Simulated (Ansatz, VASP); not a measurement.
ZrC: VASP beside Ansatz

INCAR

```
  ALGO = Normal
  EDIFF = 1E-6
  ENCUT = 520
  GGA = PE
  ISIF = 2
  ISMEAR = 0
  ISPIN = 2
  LASPH = True
  LCHARG = True
  LELF = True
  LMAXMIX = 4
  LORBIT = 11
  LREAL = False
  LVHAR = True
  LWAVE = False
  MAGMOM = 1 0
  NBANDS = 19
  NELM = 150
  PREC = Accurate
  SIGMA = 0.1
```

Contents of KPOINTS:

```
k-points
0
Gamma
  6 6 6
```

The input POSCAR:

```
ZrC
1.0
    0.0000000000      2.3502099500      2.3502099500
    2.3502099500      0.0000000000      2.3502099500
    2.3502099500      2.3502099500      0.0000000000
Zr C
1 1
Direct
    0.5000000000      0.5000000000      0.5000000000
    0.0000000000      0.0000000000      0.0000000000
```

Input for Ansatz:

```yaml
crystal:
  lattice:
    - [0.0, 2.35020995, 2.35020995]
    - [2.35020995, 0.0, 2.35020995]
    - [2.35020995, 2.35020995, 0.0]
  atoms:
    - { symbol: Zr, position: [0.5, 0.5, 0.5], spin: 1.0 }
    - { symbol: C, position: [0.0, 0.0, 0.0] }
basis:
  ecutwfc: 420
kpoints:
  mp_grid: { grid: [6, 6, 6] }
hamiltonian:
  xc: pbe
scf:
  occupations: { method: gaussian, width: 0.1 }
  lower_state_search: "off"
output:
  forces: true
  stress: true
  eigenvalues: true
  populations: true
magnetization:
  spin_polarized: true
```

Alike in both runs: task single point; functional PBE; k mesh 6 × 6 × 6; occupations gaussian, width 0.1 eV; collinear spin.

|  | VASP | Ansatz |
| --- | --- | --- |
| version | VASP 6.6.1 | Ansatz 0.2.0 |
| potentials or method | VASP PAW PBE potentials, release 64 (Zr_sv, C) | scalar-relativistic, plane waves, PAW |
| plane-wave cutoff (eV) | 520 | 420 |
| valence electrons in the cell | 16 | 16 |

```tsv
	VASP	Ansatz	Ansatz less VASP
gap on the k mesh at the Fermi level (eV)	none	none	-
pressure (GPa)	1.5	1.3	-0.21
net moment per atom (μB)	0.00	0.00	0.000
```

A gap of «none» marks a metal or a gap that the smearing closes. The functional is the same, so the differences come from potentials, cutoffs and numerics. Ansatz warned: «filled_band_counts_differ_across_k_points».

Caveats: the k mesh is coarse (spacing up to 0.39 Å⁻¹), so the values aren't converged.
